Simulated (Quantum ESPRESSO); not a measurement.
Band structure of InN (P6_3mc, 12 atoms in the cell).

```
InN
1.0
    3.52074     0.00000     0.00000
   -1.76037     3.04905     0.00000
    0.00000     0.00000    17.27613
In N
6 6
Direct
  0.00000   0.00000   0.00000
  0.00000   0.00000   0.50000
  0.66667   0.33333   0.83325
  0.33333   0.66667   0.33325
  0.66667   0.33333   0.16650
  0.33333   0.66667   0.66650
  0.00000   0.00000   0.87460
  0.00000   0.00000   0.37460
  0.66667   0.33333   0.70785
  0.33333   0.66667   0.20785
  0.66667   0.33333   0.04150
  0.33333   0.66667   0.54150
```

Level of theory: PBEsol, GBRV 1.5 ultrasoft (PBESOL) pseudopotentials (plane waves; Quantum ESPRESSO).

Settings: ecutwfc = 40 Ry; ecutrho = 200 Ry; occupations = smearing; smearing = cold; degauss = 0.0073499 Ry; potentials = {In: in_pbesol_v1.4.uspp.F.UPF, N: n_pbesol_v1.2.uspp.F.UPF}; K_POINTS = automatic 6 6 1 0 0 0; nbnd = 60; conv_thr = 1e-10 Ry; mixing_beta = 0.7.

The starting cell was generated: these elements placed on a structure prototype, without a prior relaxation; it need not be a known phase or ordering of this composition. Its lattice was rescaled by a random factor within 2.5 % of one. The run gives no clean gap (levels at the Fermi energy touch, overlap or are partly filled at this smearing), which alone does not show that the compound is a metal.

Levels in eV from the Fermi level, bands 51 to 58:
```
point     51     52     53     54     55    56    57    58
-----  -----  -----  -----  -----  -----  ----  ----  ----
Γ      -0.24  -0.24  -0.05  -0.02  -0.02  1.40  1.53  2.53
M      -1.32  -1.29  -1.14  -0.91   3.05  3.12  3.39  3.41
K      -1.99  -1.59  -1.54  -1.54   4.85  4.85  4.85  5.35
A      -0.08  -0.08  -0.08  -0.08   0.67  0.67  2.14  2.14
L      -1.26  -1.26  -1.02  -1.02   2.95  2.95  3.67  3.67
H      -1.77  -1.77  -1.62  -1.62   4.96  4.96  5.07  5.07
```

No band crosses the Fermi level by more than 0.03 eV along this path.
